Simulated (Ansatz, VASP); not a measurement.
## AlN: VASP beside Ansatz

File INCAR:

```
SYSTEM = AlN
ALGO = Normal ; EDIFF = 1E-8
ENCUT = 520 ; GGA = PS
ISIF = 2 ; ISMEAR = -1
LASPH = .True. ; LCHARG = .False.
LEFG = .True. ; LREAL = .False.
LWAVE = .False. ; NBANDS = 16
NELM = 100 ; PREC = Accurate
SIGMA = 0.03
```

File KPOINTS:

```
k-points
0
Gamma
  10 10 6
  0 0 0
```

The input POSCAR:

```
AlN
1.0
    3.1421121731      0.0000000000      0.0000000000
   -1.5710560866      2.7211489634      0.0000000000
    0.0000000000      0.0000000000      4.9780000000
Al N
2 2
Direct
    0.3333333333      0.6666666667      0.0000000000
    0.6666666667      0.3333333333      0.5000000000
    0.3333333333      0.6666666667      0.3850000000
    0.6666666667      0.3333333333      0.8850000000
```

Input for Ansatz:

```yaml
crystal:
  lattice:
    - [3.1421121731, 0.0, 0.0]
    - [-1.5710560866, 2.7211489634, 0.0]
    - [0.0, 0.0, 4.978]
  atoms:
    - { symbol: Al, position: [0.3333333333, 0.6666666667, 0.0] }
    - { symbol: Al, position: [0.6666666667, 0.3333333333, 0.5] }
    - { symbol: "N", position: [0.3333333333, 0.6666666667, 0.385] }
    - { symbol: "N", position: [0.6666666667, 0.3333333333, 0.885] }
kpoints:
  mp_grid: { grid: [10, 10, 6] }
scf:
  occupations: { method: fermi_dirac, width: 0.03 }
hamiltonian:
  xc: pbesol
  pseudopotentials: { kind: all_electron, datasets: crystal }
output:
  forces: true
  stress: true
  eigenvalues: true
  efg: { contact_densities: true }
```

Change from the starting cell: equal xx and yy strain of +1 %, crystal datasets.

Alike in both runs: task electric field gradients; functional PBEsol; k mesh 10 × 10 × 6; occupations fermi-dirac, width 0.03 eV; no spin polarisation.

|  | VASP | Ansatz |
| --- | --- | --- |
| version | VASP 6.6.1 | Ansatz 0.2.0 |
| potentials or method | VASP PAW PBE potentials, release 64 (Al, N) | all-electron PAW with datasets made for the crystal, scalar-relativistic |
| plane-wave cutoff (eV) | 520 | see its input |

```csv
,VASP,Ansatz,Ansatz less VASP
gap on the k mesh at the Fermi level (eV),3.89,3.89,-0.005
pressure (GPa),-3.5,-3.6,-0.08
largest component of the traceless stress (GPa),1.44,1.43,-0.010
rms of the force components (eV/Å),0.041,0.041,+0.0007
Vzz of the field gradient on the site that differs most (V/Å²),-1.4,-1.5,-0.11
```

Atom by atom the forces differ by 0.001 eV/Å (rms over components). Ansatz ran all-electron here, so the differences hold the error of VASP's frozen core and of both bases.

Caveats: the PAW data sets were made with another functional, which shifts forces and pressure a little (VASP).
